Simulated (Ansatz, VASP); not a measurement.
## One calculation of W, two programs

```
W
1.0
     5.31966    0.00000    0.00000
    -2.65983    4.60696    0.00000
     0.00000    0.00000    2.75963
W
4
Direct
  0.00000 0.00000 0.39834
  0.00000 0.50000 0.89806
  0.50000 0.00000 0.89806
  0.50000 0.50000 0.89806
```

Alike in both runs: functional PBE; k mesh 6 × 6 × 4; occupations gaussian, width 0.1 eV; no spin polarisation.

Ansatz relaxed the structure, and its values are those at the end. VASP's run is a single point on that final structure, the one shown.

|  | VASP | Ansatz |
| --- | --- | --- |
| version | VASP 6.6.1 | Ansatz 0.2.0 |
| potentials or method | VASP PAW PBE potentials, release 64 (W_sv) | scalar-relativistic, plane waves, PAW |
| plane-wave cutoff (eV) | 520 | 420 |
| valence electrons in the cell | 56 | 56 |

```csv
,VASP,Ansatz,Ansatz less VASP
gap on the k mesh at the Fermi level (eV),none,none,-
pressure (GPa),0.5,0.0,-0.51
```

A gap of «none» marks a metal or a gap that the smearing closes.

Caveats: the k mesh is coarse (spacing up to 0.57 Å⁻¹), so the values aren't converged. Spin-orbit coupling is left out, which matters for the levels of W.
